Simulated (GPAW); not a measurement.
The system is Cu.

```
Cu
1.0
     0.00000    1.80750    1.80750
     1.80750    0.00000    1.80750
     1.80750    1.80750    0.00000
Cu
1
Direct
  0.00000 0.00000 0.00000
```

* Program: GPAW 26.7.0
* Task: relaxation of cell and atoms
* Functional: revPBE
* Dispersion: D4
* Potentials or basis: the program's PAW data sets (release 1.2.1) made for this functional
* Cutoff: 600 eV
* Basis: pw
* k mesh: 13 × 13 × 13
* Occupations: fermi-dirac, width 0.05 eV
* Spin: no spin polarisation

At the start: pressure -5.9 GPa; volume 11.81 Å³/atom.

Q: How do energy, volume and symmetry change on relaxing?

A: Over 4 steps the energy falls by 8.3 meV/atom and the volume is 11.35 Å³/atom (-3.9 %); space group Fm-3m (No. 225, to 0.05 Å).

Step by step:
```
step  energy change (eV)  largest force (eV/Å)  pressure (GPa)  volume (Å³)
   1              0.0000                0.0000           -5.95        11.81
   2             -0.0061                0.0000           -3.28        11.59
   3             -0.0082                0.0000            0.23        11.34
   4             -0.0083                0.0000           -0.01        11.35
```

Final structure:
```cif
data_structure
_symmetry_space_group_name_H-M 'P 1'
_symmetry_Int_Tables_number 1
_cell_length_a 2.5227
_cell_length_b 2.5227
_cell_length_c 2.5227
_cell_angle_alpha 60.000
_cell_angle_beta 60.000
_cell_angle_gamma 60.000
_cell_volume 11.35
loop_
_atom_site_label
_atom_site_type_symbol
_atom_site_fract_x
_atom_site_fract_y
_atom_site_fract_z
_atom_site_occupancy
Cu1 Cu 0.00000 0.00000 0.00000 1
```

Caveat: with this Cu data set, volumes or pressures lay over 1.5 % or 2 GPa off other programs in two to four cells of ten; later steps reuse the first step's grids; pairwise dispersion overbinds metals, which lowers pressure and volume.
